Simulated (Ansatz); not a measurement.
# PbSe: moving Pb off its site

PbSe, Fm-3m, a = 6.124 Å (as given, not relaxed at this level: 0.3 GPa). Ansatz: PBE+D3(BJ), PAW, 420 eV, Γ-centred 10×10×10 mesh on 2 atoms, Gaussian smearing 0.03 eV; no spin polarisation.

```
CELL_PARAMETERS angstrom
0.00000 3.06215 3.06215
3.06215 0.00000 3.06215
3.06215 3.06215 0.00000
ATOMIC_POSITIONS crystal
Pb 0.00000 0.00000 0.00000
Se 0.50000 0.50000 0.50000
```

Atom 1 (Pb) moves by x along the unit vector (0.000, 0.000, -1.000), with its periodic images; all else is held. y is the free energy of the cell over the start, F the force along the path summed over the moved atoms. Symmetry makes y even in x.

| x (Å) | y (meV) | F (eV/Å) |
| --- | --- | --- |
| -0.3000 | ? | ? |
| -0.1500 | 8.77 | 0.14 |
| 0.0000 | 0.00 | 0.00 |
| 0.0750 | 1.82 | -0.05 |
| 0.2250 | 24.75 | -0.30 |
| 0.2625 | 37.89 | -0.41 |

Task: Fit y = c2 x² + c4 x⁴ to the energies of the other rows, give the force constant, and predict energy and force of the missing row.

Result: Least squares on the rows shown. y = 314.27 x² + 3425.3 x⁴. The force constant is 2 c2 = 0.629 eV/Å² (for all images moving together, not for a lone atom). With two atoms in a cubic cell this is the optical mode at Γ without the LO field: ω = 521.5 √(2 c2/μ) = 55 cm⁻¹ for μ = 57.18 u. The force −dy/dx at the missing row is 0.56 eV/Å (computed 0.54). At x = -0.3000 the fit asked for gives 56.03 meV. The run gave 55.65 meV, so the fit is 0.38 meV too high, a small miss on the scale of the series.

Spin–orbit coupling is left out, which can shift energies with elements as heavy as these.